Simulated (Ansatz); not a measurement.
**SiC (F-43m): a single-point run**

Aim: a sound single-point run of SiC (F-43m). The structure is shown as the input types it.

The COD entry's cell or inner coordinates are ideal or old and differ from later refinements, so a difference from it is no clean test against experiment.

Method: Kohn-Sham DFT, with the functional, basis and potentials that each input names, in Ansatz 0.2.0.

1 further run of the same task is left out (set aside as unsound or not needed). Runs told in other sessions of the task aren't counted.

## Step 1: The starting structure

The structure is cubic, space group F-43m (No. 216). Conventional cell: a = 4.348 Å, b = 4.348 Å, c = 4.348 Å, α = 90.00°, β = 90.00°, γ = 90.00°. Around Si (site symmetry -43m) lie 4 C at 1.88 Å. Around C (site symmetry -43m) lie 4 Si at 1.88 Å.

Coordinates:

```cif
data_structure
_symmetry_space_group_name_H-M 'F-43m'
_symmetry_Int_Tables_number 216
_cell_length_a 4.3480
_cell_length_b 4.3480
_cell_length_c 4.3480
_cell_angle_alpha 90.000
_cell_angle_beta 90.000
_cell_angle_gamma 90.000
_cell_volume 82.20
loop_
_atom_site_label
_atom_site_type_symbol
_atom_site_symmetry_multiplicity
_atom_site_Wyckoff_symbol
_atom_site_fract_x
_atom_site_fract_y
_atom_site_fract_z
_atom_site_occupancy
Si1 Si 4 a 0.00000 0.00000 0.00000 1
C1 C 4 c 0.25000 0.25000 0.25000 1
```

## Step 2: The run

The input, input.yaml:

```yaml
crystal:
  lattice:
    - [0.0, 2.1739983056, 2.1739983056]
    - [2.1739983056, 0.0, 2.1739983056]
    - [2.1739983056, 2.1739983056, 0.0]
  atoms:
    - { symbol: Si, position: [0.0, 0.0, 0.0] }
    - { symbol: C, position: [0.75, 0.75, 0.75] }
basis:
  ecutwfc: 420
  ecutrho_ratio: 4
kpoints:
  mp_grid: { grid: [10, 10, 10] }
hamiltonian:
  xc: pbe
  hubbard: { sites: [{ species: C, l: p, u_eff: -5.0 }] }
scf:
  occupations: { method: gaussian, width: 0.05 }
  max_iter: 50
output:
  forces: true
  stress: true
```

Command:

```bash
ansatz run input.yaml --threads 4 --pin off --max-ram 8192MiB --backend cpu --events-out ev --progress --plain --runs-dir out
```

Q: Will this input give a usable result? If not, why, and what should change?

The program finished normally. That alone doesn't make the input a sound one.

In the input, hamiltonian.hubbard.sites is [{species: C, l: p, u_eff: -5.0}]. The U is negative: it rewards fractional occupations of the shell, where a positive U penalises them, and shifts its filled levels up and its empty ones down.

Run again and compare: delete hamiltonian.hubbard.sites.
